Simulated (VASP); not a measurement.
# HfB2 (P6/mmm) in VASP: settings compared

Aim: see how the results for HfB2 move with the level of theory and the settings. Levels: PBEsol+D3(BJ), LDA+U. Tasks: single point, relaxation of cell and atoms.

Program: VASP 6.6.1. These are calculated values, not measurements. Logs are shortened: lines on timing, memory, paths and dates and some standing lists are left out, and cuts for length are marked.

## 1. Starting point

The structure is hexagonal, space group P6/mmm (No. 191). The conventional cell has a = 3.140 Å, b = 3.140 Å, c = 3.480 Å, α = 90.00°, β = 90.00°, γ = 120.00°. Hf (site symmetry 6/mmm) is surrounded by 12 B at 2.51 Å. B (site symmetry -6m2) has 3 B at 1.81 Å as nearest neighbours.

## 2. Single point, PBEsol+D3(BJ), non-collinear spin, typed start, spin-orbit coupling

INCAR reads:

```
PREC = Accurate
ENCUT = 520
EDIFF = 1E-6
ISMEAR = -5
SIGMA = 0.1
LREAL = F
LASPH = T
NELM = 150
ALGO = Normal
ISIF = 2
LWAVE = F
LCHARG = F
MAGMOM = 0.135 -0.076 -0.156 0 0 0 0 0 0
LORBIT = 11
LSORBIT = T
GGA_COMPAT = F
LORBMOM = T
LMAXMIX = 4
GGA = PS
IVDW = 12
NBANDS = 29
```

KPOINTS reads:

```
Automatic mesh
0
Gamma
  10 10 8
```

POSCAR reads:

```
HfB2
1.0
    3.1400000000      0.0000000000      0.0000000000
   -1.5700000000      2.7193197679      0.0000000000
    0.0000000000      0.0000000000      3.4800000000
Hf B
1 2
Direct
    0.0000000000      0.0000000000      0.0000000000
    0.6666666667      0.3333333333      0.5000000000
    0.3333333333      0.6666666667      0.5000000000
```

Potentials or basis: VASP PAW PBE potentials, release 64 (Hf_pv, B).

Started as:

```console
> cat potpaw_PBE.64/Hf_pv/POTCAR potpaw_PBE.64/B/POTCAR > POTCAR
> mpirun -np 1 vasp_ncl > vasp.out
```

OUTCAR:

```text
PREC = Accurate
   ENCUT = 520
   EDIFF = 1E-6
   ISMEAR = -5
   LREAL = F
   LASPH = T
   NELM = 150
   ISIF = 2
   LORBIT = 11
   LSORBIT = T
   GGA = PS
   IVDW = 12
 IVDW          = 12

 ion  position               nearest neighbor table
   1  0.000  0.000  0.000-   2 2.51   3 2.51   2 2.51   3 2.51   2 2.51   2 2.51   3 2.51   3 2.51
                             2 2.51   2 2.51   3 2.51   3 2.51
   2  0.667  0.333  0.500-   3 1.81   3 1.81   3 1.81   1 2.51   1 2.51   1 2.51   1 2.51   1 2.51
                             1 2.51
   3  0.333  0.667  0.500-   2 1.81   2 1.81   2 1.81   1 2.51   1 2.51   1 2.51   1 2.51   1 2.51
                             1 2.51

  LATTYP: Found a hexagonal cell.
 ALAT       =     3.1400000000
 C/A-ratio  =     1.1082802548

  Lattice vectors:

 A1 = (   3.1400000000,   0.0000000000,   0.0000000000)
 A2 = (  -1.5700000000,   2.7193197679,   0.0000000000)
 A3 = (   0.0000000000,   0.0000000000,   3.4800000000)

Analysis of symmetry for initial positions (statically):
=====================================================================
 Subroutine PRICEL returns:
 Original cell was already a primitive cell.

 Routine SETGRP: Setting up the symmetry group for a
 hexagonal supercell.

 Subroutine GETGRP returns: Found 24 space group operations
 (whereof 24 operations were pure point group operations)
 out of a pool of 24 trial point group operations.

The static configuration has the point symmetry D_6h.

Analysis of symmetry for dynamics (positions and initial velocities):
=====================================================================
 Subroutine PRICEL returns:
 Original cell was already a primitive cell.

 Routine SETGRP: Setting up the symmetry group for a
 hexagonal supercell.

 Subroutine GETGRP returns: Found 24 space group operations
 (whereof 24 operations were pure point group operations)
 out of a pool of 24 trial point group operations.

The dynamic configuration has the point symmetry D_6h.

Analysis of structural, dynamic, and magnetic symmetry:
=====================================================================
 Subroutine PRICEL returns:
 Original cell was already a primitive cell.

 Routine SETGRP: Setting up the symmetry group for a
 hexagonal supercell.

 Subroutine GETGRP returns: Found  2 space group operations
 (whereof  2 operations were pure point group operations)
 out of a pool of 24 trial point group operations.

The overall configuration has the point symmetry S_2 .

 Subroutine INISYM returns: Found  2 space group operations
 (whereof  2 operations are pure point group operations),
 and found     1 'primitive' translations

----------------------------------------------------------------------------------------

                                     Primitive cell

  volume of cell :      29.7146

  direct lattice vectors                    reciprocal lattice vectors
     3.140000000  0.000000000  0.000000000     0.318471338  0.183869512  0.000000000
    -1.570000000  2.719319768  0.000000000     0.000000000  0.367739025  0.000000000
     0.000000000  0.000000000  3.480000000     0.000000000  0.000000000  0.287356322

  length of vectors
     3.140000000  3.140000000  3.480000000     0.367739025  0.367739025  0.287356322

  position of ions in fractional coordinates (direct lattice)
     0.000000000  0.000000000  0.000000000
     0.666666667  0.333333333  0.500000000
     0.333333333  0.666666667  0.500000000

  ion indices of the primitive-cell ions
   primitive index   ion index
                 1           1
                 2           2
                 3           3

----------------------------------------------------------------------------------------

 KPOINTS: Automatic mesh

Automatic generation of k-mesh.
 Grid dimensions read from file:
 generate k-points for:   10   10    8

[... 101 lines left out ...]

 number of electron      15.9999998 magnetization      -0.0001226      0.0000691      0.0001332

 number of electron      15.9999998 magnetization       0.0000050     -0.0000028     -0.0000063

 Free energy of the ion-electron system (eV)
  ---------------------------------------------------
  ext. energy  EPLUGINS =         0.00000000
  ---------------------------------------------------
  free energy    TOTEN  =       -28.51901608 eV

  energy without entropy =      -28.51901608  energy(sigma->0) =      -28.51901608

 E-fermi :   7.6744     XC(G=0): -12.6829

 val. band max:        7.6638322212   @ k =  -0.1000   0.1000   0.5000
 cond. band min:       7.2955613408   @ k =  -0.2000  -0.4000   0.0000
 fundamental gap:     -0.3682708804
 Fermi energy:         7.6743696661

 k-point     1 :       0.0000    0.0000    0.0000
  band No.  band energies     occupation
      1     -27.4674      1.00000
      2     -27.4674      1.00000
      3     -20.6795      1.00000
      4     -20.6795      1.00000
      5     -20.2877      1.00000
      6     -20.2877      1.00000
[... 733 lines left out ...]
     27      14.8447      0.00000
     28      14.8447      0.00000

 [... further k-points ...]

 [bands above 28 left out]

------------------------ aborting loop because EDIFF is reached ----------------------------------------

 Edisp (eV)   -1.03816

 E8    (eV) :    -0.7065

  FORCE on cell =-STRESS in cart. coord.  units (eV):
  Direction    XX          YY          ZZ          XY          YZ          ZX
  --------------------------------------------------------------------------------------
  -------------------------------------------------------------------------------------
  Total      -1.81202    -1.81281    -2.00221    -0.00069    -0.00064     0.00111
  in kB     -97.70210   -97.74495  -107.95687    -0.03706    -0.03455     0.05989
  external pressure =     -101.13 kB  Pullay stress =        0.00 kB

 VOLUME and BASIS-vectors are now :
 -----------------------------------------------------------------------------
  energy-cutoff  :      520.00
  volume of cell :       29.71
      direct lattice vectors                 reciprocal lattice vectors
     3.140000000  0.000000000  0.000000000     0.318471338  0.183869512  0.000000000
    -1.570000000  2.719319768  0.000000000     0.000000000  0.367739025  0.000000000
     0.000000000  0.000000000  3.480000000     0.000000000  0.000000000  0.287356322

 POSITION                                       TOTAL-FORCE (eV/Angst)
 -----------------------------------------------------------------------------------
      0.00000      0.00000      0.00000         0.000000      0.000000      0.000000
      1.57000      0.90644      1.74000         0.000305     -0.000176     -0.000104
     -0.00000      1.81288      1.74000        -0.000305      0.000176      0.000104
 -----------------------------------------------------------------------------------
    total drift:                               -0.000000      0.000000     -0.000000

  FREE ENERGIE OF THE ION-ELECTRON SYSTEM (eV)
  ---------------------------------------------------
  free  energy   TOTEN  =       -29.5571796572 eV

  energy  without entropy=      -29.5571796572  energy(sigma->0) =      -29.55717966

 orbital moment (x)

 # of ion     p       d       tot
 ----------------------------------------
  1         0.000   0.000   0.000
  2         0.000   0.000   0.000
  3         0.000   0.000   0.000
 ----------------------------------------
            0.000   0.000   0.000

 orbital moment (y)

 # of ion     p       d       tot
 ----------------------------------------
  1        -0.000  -0.000  -0.000
  2        -0.000   0.000  -0.000
  3        -0.000   0.000  -0.000
 ----------------------------------------
           -0.000  -0.000  -0.000

 orbital moment (z)

 # of ion     p       d       tot
 ----------------------------------------
  1        -0.000  -0.000  -0.000
  2        -0.000   0.000  -0.000
  3        -0.000   0.000  -0.000
 ----------------------------------------
           -0.000  -0.000  -0.000

 Spin-Orbit-Coupling matrix elements

 Ion:    1  E_soc:     -1.3241035
 l=   1
     0.0000000    -0.2118305    -0.2125094
    -0.2118305     0.0000000    -0.2118307
    -0.2125094    -0.2118307     0.0000000
 l=   2
     0.0000000    -0.0017285     0.0000000    -0.0017284    -0.0082553
    -0.0017285     0.0000000    -0.0046755    -0.0013610    -0.0017281
     0.0000000    -0.0046755     0.0000000    -0.0046765     0.0000000
    -0.0017284    -0.0013610    -0.0046765     0.0000000    -0.0017280
    -0.0082553    -0.0017281     0.0000000    -0.0017280     0.0000000
 l=   3
     0.0000000     0.0000000     0.0000000     0.0000000     0.0000000     0.0000000     0.0000000
     0.0000000     0.0000000     0.0000000     0.0000000     0.0000000     0.0000000     0.0000000
     0.0000000     0.0000000     0.0000000     0.0000000     0.0000000     0.0000000     0.0000000
     0.0000000     0.0000000     0.0000000     0.0000000     0.0000000     0.0000000     0.0000000
[... 29 lines left out ...]
 l=   2
     0.0000000     0.0000000     0.0000000     0.0000000     0.0000000
     0.0000000     0.0000000     0.0000000     0.0000000     0.0000000
     0.0000000     0.0000000     0.0000000     0.0000000     0.0000000
     0.0000000     0.0000000     0.0000000     0.0000000     0.0000000
     0.0000000     0.0000000     0.0000000     0.0000000     0.0000000
 l=   3
     0.0000000     0.0000000     0.0000000     0.0000000     0.0000000     0.0000000     0.0000000
     0.0000000     0.0000000     0.0000000     0.0000000     0.0000000     0.0000000     0.0000000
     0.0000000     0.0000000     0.0000000     0.0000000     0.0000000     0.0000000     0.0000000
     0.0000000     0.0000000     0.0000000     0.0000000     0.0000000     0.0000000     0.0000000
     0.0000000     0.0000000     0.0000000     0.0000000     0.0000000     0.0000000     0.0000000
     0.0000000     0.0000000     0.0000000     0.0000000     0.0000000     0.0000000     0.0000000
     0.0000000     0.0000000     0.0000000     0.0000000     0.0000000     0.0000000     0.0000000

 total charge

# of ion       s       p       d       tot
------------------------------------------
    1        0.299   6.640   1.862   8.801
    2        0.660   1.268   0.000   1.928
    3        0.660   1.268   0.000   1.928
--------------------------------------------------
tot          1.619   9.176   1.862  12.657

 magnetization (x)

# of ion       s       p       d       tot
------------------------------------------
    1       -0.000   0.000  -0.000  -0.000
    2       -0.000  -0.000   0.000  -0.000
    3       -0.000  -0.000   0.000  -0.000
--------------------------------------------------
tot         -0.000   0.000  -0.000  -0.000

 magnetization (y)

# of ion       s       p       d       tot
------------------------------------------
    1        0.000  -0.000   0.000   0.000
    2        0.000   0.000   0.000   0.000
    3        0.000   0.000   0.000   0.000
--------------------------------------------------
tot          0.000  -0.000   0.000   0.000

 magnetization (z)

# of ion       s       p       d       tot
------------------------------------------
    1        0.000  -0.000   0.000   0.000
    2        0.000   0.000   0.000   0.000
    3        0.000   0.000   0.000   0.000
--------------------------------------------------
tot          0.000  -0.000   0.000   0.000
```

It took 7 min on 1 thread of AMD EPYC 9R45 (Zen 5), shared host; peak memory 0.56 GiB.

What came out:

```
Free energy                                           : -29.5572 eV
Pressure                                              : -10.1 GPa
Net moment                                            : 0.00 μB per cell
Valence electrons inside the program's atomic spheres : Hf 8.80; B 1.93
Dispersion energy per atom                            : -0.346 eV
```

Moments on the atoms (μB; x, y, z):
```
Hf  0.00 0.00 0.00
B   0.00 0.00 0.00
B   0.00 0.00 0.00
```

Caveat: the PAW data sets were made with another functional, which shifts forces and pressure a little.

## 3. Single point, LDA+U

This run uses another cell than the first one, of 9.82 Å³/atom, 0.992 times its volume.

INCAR reads:

```
  ALGO = Normal
  EDIFF = 1E-6
  ENCUT = 520
  GGA = CA
  ISIF = 2
  ISMEAR = 1
  LASPH = T
  LCHARG = F
  LDAU = T
  LDAUJ = 0 0
  LDAUL = 2 -1
  LDAUPRINT = 1
  LDAUTYPE = 2
  LDAUU = 7 0
  LMAXMIX = 4
  LREAL = F
  LWAVE = F
  NBANDS = 15
  NELM = 150
  PREC = Accurate
  SIGMA = 0.1
```

KPOINTS reads:

```
k-points
0
Gamma
  10 10 8
```

POSCAR reads:

```
HfB2
1.0
    3.1113446225      0.0000000000      0.0000000000
   -1.5556723113      2.6945034830      0.0000000000
    0.0000000000      0.0000000000      3.5149350352
Hf B
1 2
Direct
    0.0000000000      0.0000000000      0.0000000000
    0.6666666667      0.3333333333      0.5000000000
    0.3333333333      0.6666666667      0.5000000000
```

Potentials or basis: VASP PAW LDA potentials, release 64 (Hf_pv, B).

Started as:

```console
> cat potpaw_LDA.64/Hf_pv/POTCAR potpaw_LDA.64/B/POTCAR > POTCAR
> mpirun -np 1 vasp_std > vasp.out
```

Run time: 15 s. Hardware: 1 thread of AMD EPYC 9R45 (Zen 5), shared host; peak memory 0.12 GiB.

Results (log left out):

```yaml
Free_energy: -23.7775 eV
Pressure: 13.7 GPa
Band_gap_on_the_k_mesh: none (metal or under the smearing width)
```

Stress tensor (GPa, compression positive):
```
13.89  0.00  0.00
 0.00 13.89  0.00
 0.00  0.00 13.44
```

Levels at points of the mesh, in eV from the Fermi level:
```csv
k point,band 4,band 5,band 6,band 7,band 8,band 9,band 10,band 11,band 12,band 13
"(0.00, 0.00, 0.00)",-14.22,-3.49,-3.02,-2.84,-2.84,4.67,4.67,4.76,4.76,4.77
"(0.50, 0.00, 0.00)",-10.10,-9.37,-4.19,-3.80,-2.61,1.52,3.32,5.45,5.67,6.48
"(0.00, 0.00, 0.50)",-11.77,-9.13,-1.48,-1.48,0.80,0.80,1.45,1.45,2.41,4.69
"(0.50, 0.00, 0.50)",-10.36,-7.95,-4.98,-4.87,-3.28,3.69,4.34,7.05,7.45,7.78
```

Eigenvalues of the final occupation matrices:
| site | spin | trace | eigenvalues |
| --- | --- | --- | --- |
| site 1 d | 1 | 0.83 | 0.15 0.16 0.16 0.18 0.18 |
| site 1 d | 2 | 0.83 | 0.15 0.16 0.16 0.18 0.18 |

Caveat: U without spin polarisation on a metal has little footing; the U is typed as a test and isn't derived for this compound.

## 4. Relaxation of cell and atoms, LDA+U

INCAR reads:

```
PREC = Accurate
ENCUT = 600
EDIFF = 1E-7
ISMEAR = 1
SIGMA = 0.1
LREAL = F
LASPH = T
NELM = 150
ALGO = Normal
ISIF = 3
LWAVE = F
LCHARG = F
LMAXMIX = 4
LDAU = T
LDAUTYPE = 2
LDAUL = 2 -1
LDAUU = 7 0
LDAUJ = 0 0
LDAUPRINT = 1
IBRION = 2
NSW = 60
EDIFFG = -0.01
```

KPOINTS reads:

```
regular mesh
0
Gamma
  10 10 8
```

POSCAR reads:

```
HfB2
1.0
    3.1400000000      0.0000000000      0.0000000000
   -1.5700000000      2.7193197679      0.0000000000
    0.0000000000      0.0000000000      3.4800000000
Hf B
1 2
Direct
    0.0000000000      0.0000000000      0.0000000000
    0.6666666667      0.3333333333      0.5000000000
    0.3333333333      0.6666666667      0.5000000000
```

Started as:

```console
> cat potpaw_LDA.64/Hf_pv/POTCAR potpaw_LDA.64/B/POTCAR > POTCAR
> mpirun -np 1 vasp_std > vasp.out
```

Wall time 80 s (1 thread of AMD EPYC 9R45 (Zen 5), shared host); peak memory 0.15 GiB.

The run converged. Its results:

| Quantity | Value |
| --- | --- |
| Free energy | -23.8470 eV |
| Relaxed volume | 10.34 Å³/atom |
| Relaxed cell | a = 3.162 Å, b = 3.162 Å, c = 3.584 Å, α = 90.00°, β = 90.00°, γ = 120.00° |
| Space group after relaxing (to 0.05 Å) | P6/mmm (No. 191) |
| Energy gained by relaxing | 17.6 meV/atom |
| Ionic steps | 8 |
| Pressure after relaxing | 0.0 GPa |
| Band gap on the k mesh | none (metal or under the smearing width) |

Step by step:
| step | energy change (eV) | largest force (eV/Å) | pressure (GPa) | volume (Å³) |
| --- | --- | --- | --- | --- |
| 1 | 0.0000 | 0.0000 | 11.01 | 29.71 |
| 2 | 0.0133 | 0.0000 | -11.81 | 32.73 |
| 3 | -0.0489 | 0.0000 | -0.73 | 31.09 |
| 4 | -0.0489 | 0.0000 | -0.51 | 31.06 |
| 5 | -0.0528 | 0.0000 | 0.17 | 31.00 |
| 6 | -0.0528 | 0.0000 | 0.17 | 31.01 |
| 7 | -0.0528 | 0.0000 | -0.16 | 31.05 |
| 8 | -0.0528 | 0.0000 | 0.00 | 31.03 |

Final structure:
```cif
data_structure
_symmetry_space_group_name_H-M 'P 1'
_symmetry_Int_Tables_number 1
_cell_length_a 3.1619
_cell_length_b 3.1619
_cell_length_c 3.5835
_cell_angle_alpha 90.000
_cell_angle_beta 90.000
_cell_angle_gamma 120.000
_cell_volume 31.03
loop_
_atom_site_label
_atom_site_type_symbol
_atom_site_fract_x
_atom_site_fract_y
_atom_site_fract_z
_atom_site_occupancy
Hf1 Hf 0.00000 0.00000 0.00000 1
B1 B 0.66667 0.33333 0.50000 1
B2 B 0.33333 0.66667 0.50000 1
```

Levels at points of the mesh, in eV from the Fermi level:
```
           k point  band 6  band 7  band 8  band 9  band 10  band 11
(0.00, 0.00, 0.00)   -2.95   -2.72   -2.72    4.49     4.49     4.49
(0.50, 0.00, 0.00)   -4.02   -3.72   -2.48    1.41     3.18     5.08
(0.00, 0.00, 0.50)   -1.44   -1.44    0.81    0.81     1.41     1.41
(0.50, 0.00, 0.50)   -4.78   -4.71   -3.36    3.43     4.00     6.67
```

Eigenvalues of the final occupation matrices:
```csv
site,spin,trace,eigenvalues
site 1 d,1,0.78,0.14 0.15 0.15 0.17 0.17
site 1 d,2,0.78,0.14 0.15 0.15 0.17 0.17
```

Caveat: U without spin polarisation on a metal has little footing; the U is typed as a test and isn't derived for this compound.

## 5. Summary

```tsv
task	level	potentials or basis	spin	U	cell	cutoff (eV)	smearing	gap on the mesh (eV)	pressure (GPa)
single point	PBEsol+D3(BJ)	VASP PAW PBE potentials, release 64 (Hf_pv, B)	non-collinear, typed start, SOC	-	P6/mmm, 9.9 Å³/atom	520	tetrahedron	-	-10.1
single point	LDA+U	VASP PAW LDA potentials, release 64 (Hf_pv, B)	off	Hf d U = 7.0 eV	P6/mmm, 9.82 Å³/atom	520	methfessel-paxton 0.1 eV	none	13.7
relaxation of cell and atoms	LDA+U	VASP PAW LDA potentials, release 64 (Hf_pv, B)	off	Hf d U = 7.0 eV	relaxed	600	methfessel-paxton 0.1 eV	none	0.0
```

Alike in all rows: k mesh 10 × 10 × 8.

Caveats: U without spin polarisation on a metal has little footing (some runs); the U is typed as a test and isn't derived for this compound (some runs); the PAW data sets were made with another functional, which shifts forces and pressure a little (some runs).

Total energies depend on the potentials used, so only differences within one code and one set of settings carry meaning.
